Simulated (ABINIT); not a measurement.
The system is SnO.

```
Sn O
1.0
     3.81370    0.00000    0.00000
     0.00000    3.81370    0.00000
     0.00000    0.00000    4.88691
Sn O
2 2
Direct
  0.50000 0.00000 0.76463
  0.00000 0.50000 0.23537
  0.00000 0.00000 0.00000
  0.50000 0.50000 0.00000
```

The cell is a database's computed one.

Base run:

```yaml
Program: ABINIT 10.8.3 (patched build)
Functional: PBEsol
Potentials_or_basis: JTH PAW PBE v2.0
Cutoff: 626 eV
k_mesh: 6 × 6 × 5
Occupations: fermi-dirac, width 0.05 eV
Spin: no spin polarisation
```

Its results: band gap on the k mesh 0.14 eV, indirect (least direct gap 1.98 eV); pressure -1.0 GPa; largest force 0.073 eV/Å.

After a change of settings the same cell gave: band gap on the k mesh 1.13 eV, indirect (least direct gap 1.99 eV); pressure -1.0 GPa; largest force 0.105 eV/Å. Which change was it?
A. k mesh from 6 × 6 × 5 to 4 × 4 × 4
B. functional from PBEsol to PBE; k mesh from 6 × 6 × 5 to 7 × 7 × 6
C. functional from PBEsol to PBE; k mesh from 6 × 6 × 5 to 4 × 4 × 4
D. k mesh from 6 × 6 × 5 to 3 × 3 × 2

D.

Caveats: some runs use coarse meshes; the PAW data sets were made with another functional, which shifts forces and pressure a little; spin-orbit coupling is left out, which moves the levels of the heavy elements; an odd mesh through Γ misses points on the zone boundary, where band edges often lie.

Not every run made on this cell is shown here.
